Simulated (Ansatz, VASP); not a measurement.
InP in VASP and in Ansatz

```
CELL_PARAMETERS angstrom
0.00000 2.97988 2.97988
2.97988 0.00000 2.97988
2.97988 2.97988 0.00000
ATOMIC_POSITIONS crystal
In 0.00000 0.00000 0.00000
P 0.25000 0.25000 0.25000
```

Alike in both runs: task electric field gradients; functional LDA; k mesh 12 × 12 × 12; occupations fermi-dirac, width 0.08 eV; no spin polarisation.

```csv
,VASP,Ansatz
version,VASP 6.6.1,Ansatz 0.2.0
potentials or method,"VASP PAW LDA potentials, release 64 (In_d, P)","PAW with Ansatz's default frozen-core files, scalar-relativistic"
plane-wave cutoff (eV),520,420
valence electrons in the cell,18,18
```

```tsv
	VASP	Ansatz	Ansatz less VASP
pressure (GPa)	-4.1	-4.1	-0.02
Vzz of the field gradient on the site that differs most (V/Å²)	0.0	0.0	0.00
```

Ansatz warned: «gradients_without_spin_orbit».
